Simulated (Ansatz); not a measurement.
Runs of Ansatz 0.2.0 on PbF2 (Fluorocronite). It takes space group Fm-3m (No. 225, cubic). Conventional cell: a = 5.927 Å, b = 5.927 Å, c = 5.927 Å, α = 90.00°, β = 90.00°, γ = 90.00°. Pb (site symmetry m-3m) is surrounded by 8 F at 2.57 Å. Around F (site symmetry -43m) lie 4 Pb at 2.57 Å. 

```csv
task,level,cutoff (eV),points for each segment of the path,gap on the mesh (eV),pressure (GPa),V0 of scaled cells (Å³/atom),B0 (GPa)
equation of state,r2SCAN,500,-,-,-,17.30,(b)
band structure,PBEsol,420,14,4.31,-1.1,-,-
band structure,r2SCAN,500,14,4.93,-0.2,-,-
equation of state,PBEsol,420,-,-,-,(a),76
```

Alike in all rows: potentials or basis Ansatz PAW; no spin polarisation; cell as given; k mesh 8 × 8 × 8; smearing fermi-dirac 0.05 eV.

Estimate the missing entries.

(a) 17.10; (b) 77.

Caveats: spin-orbit coupling is left out, which as a rule narrows the gap of such compounds by several tenths of an eV (some runs); the PAW data sets come from PBE, with cores solved anew for the run's functional, which leaves a small shift of forces and pressure (some runs); the PAW data sets were made with another functional, which shifts forces and pressure a little (some runs).

A k mesh can miss the band edges, and the runs leave out spin-orbit coupling on Pb.
